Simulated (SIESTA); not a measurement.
Lu:

```xyz
2
Lattice="3.5031 0.0000 0.0000 -1.7515 3.0338 0.0000 0.0000 0.0000 5.5509" Properties=species:S:1:pos:R:3 pbc="T T T"
Lu    1.7516    1.0113    4.1632
Lu    0.0000    2.0225    1.3877
```

Base run:

| Quantity | Value |
| --- | --- |
| Program | SIESTA 5.4.2 |
| Functional | LDA |
| Potentials or basis | PseudoDojo 0.4 standard (PBE files) |
| Basis | DZP (energy shift 0.003 Ry; two zetas on semicore shells) |
| Grid cutoff | 500 Ry |
| Energy shift | 0.003 Ry |
| k mesh | 9 × 9 × 5 |
| Occupations | fermi-dirac, width 0.05 eV |
| Spin | no spin polarisation |

Its results: band gap on the k mesh none (metal or under the smearing width); pressure -7.7 GPa.

The run is repeated on the same cell with these changes: functional from LDA to PBEsol; potentials or basis from PseudoDojo 0.4 standard (PBE files) to PseudoDojo 0.4 standard (PBEsol files). What comes out?

Band gap on the k mesh none (metal or under the smearing width); pressure -3.7 GPa.

Caveats: spin-orbit coupling is left out, which moves the levels of the heavy elements; the basis of atomic orbitals isn't converged, which shifts pressures, moduli and gaps; the potentials were made for another functional, which shifts forces and pressure (some runs).
